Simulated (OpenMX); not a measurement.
Crystal: InAs.

```xyz
2
Lattice="0.0000 3.0180 3.0180 3.0180 0.0000 3.0180 3.0180 3.0180 0.0000" Properties=species:S:1:pos:R:3 pbc="T T T"
In    0.0000    0.0000    0.0000
As    4.5270    4.5270    4.5270
```

Base run:

```yaml
Program: OpenMX 3.8.5
Functional: PBE
Potentials_or_basis: OpenMX 2013 PBE set, In7.0-s3p2d2f1, As7.0-s3p2d2f1, grid cutoff 500 Ry
k_mesh: 9 × 9 × 9
Occupations: fermi-dirac, width 0.05 eV
Spin: no spin polarisation
```

Its results: pressure 5.7 GPa.

Question: The run is repeated on the same cell with these changes: potentials or basis from OpenMX 2013 PBE set, In7.0-s3p2d2f1, As7.0-s3p2d2f1, grid cutoff 500 Ry to OpenMX 2013 PBE set, In7.0-s3p2d1, As7.0-s3p2d1, grid cutoff 500 Ry. What comes out?

Answer: Pressure 6.9 GPa.

Caveats: the basis of atomic orbitals isn't converged, which shifts pressures, moduli and gaps.

Not every run made on this cell is shown here.
